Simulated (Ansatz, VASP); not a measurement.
# V in VASP and in Ansatz

INCAR

```
PREC = Accurate
ENCUT = 520
EDIFF = 1E-7
ISMEAR = -1
SIGMA = 0.1
LREAL = False
LASPH = True
NELM = 80
ALGO = Normal
ISIF = 2
LWAVE = False
LCHARG = True
GGA = B5
ALDAX = 1.0
AGGAX = 1.0
AGGAC = 1.0
ALDAC = 0.0
LELF = True
LVHAR = True
NBANDS = 26
```

Contents of KPOINTS:

```
Automatic mesh
0
Gamma
  9 9 15
```

File POSCAR:

```
V
1.0
    4.6264655003      0.0000000000      0.0000000000
   -2.3132327502      4.0066366530      0.0000000000
    0.0000000000      0.0000000000      2.4633491799
V
3
Direct
    1.0000000000      1.0000000000      0.0000000000
    0.3333333333      0.6666666667      0.5000000000
    0.6666666667      0.3333333333      0.5000000000
```

Input for Ansatz:

```yaml
crystal:
  lattice:
    - [4.6264655003, 0.0, 0.0]
    - [-2.3132327502, 4.006636653, 0.0]
    - [0.0, 0.0, 2.4633491799]
  atoms:
    - { symbol: V, position: [1.0, 1.0, 0.0] }
    - { symbol: V, position: [0.3333333333, 0.6666666667, 0.5] }
    - { symbol: V, position: [0.6666666667, 0.3333333333, 0.5] }
hamiltonian:
  xc: blyp
  pseudopotentials:
    kind: paw
    azcp:
      V: "pseudopotentials/V.paw.azcp"
basis:
  ecutwfc: 420
  fft_grid_basis: typed
kpoints:
  mp_grid: { grid: [9, 9, 15], shift: [0, 0, 0] }
magnetization:
  spin_polarized: false
scf:
  occupations: { method: fermi_dirac, width: 0.1 }
  lower_state_search: "off"
output:
  stress: true
```

Alike in both runs: task single point; functional BLYP; k mesh 9 × 9 × 15; occupations fermi-dirac, width 0.1 eV; no spin polarisation.

|  | VASP | Ansatz |
| --- | --- | --- |
| version | VASP 6.6.1 | Ansatz 0.2.0 |
| potentials or method | VASP PAW PBE potentials, release 64 (V_sv) | plane waves (420 eV) with PAW, scalar-relativistic |
| plane-wave cutoff (eV) | 520 | 420 |
| valence electrons in the cell | 39 | 39 |

Ansatz gave:

- pressure (GPa): -10.7
- largest component of the traceless stress (GPa): 0.03

What did VASP give for the same quantities?

Pressure (GPa): -10.4; largest component of the traceless stress (GPa): 0.05.

With one functional, cell and mesh, what is left measures potentials, basis and numerics.

Caveats: the PAW data sets were made with another functional, which shifts forces and pressure a little (VASP).
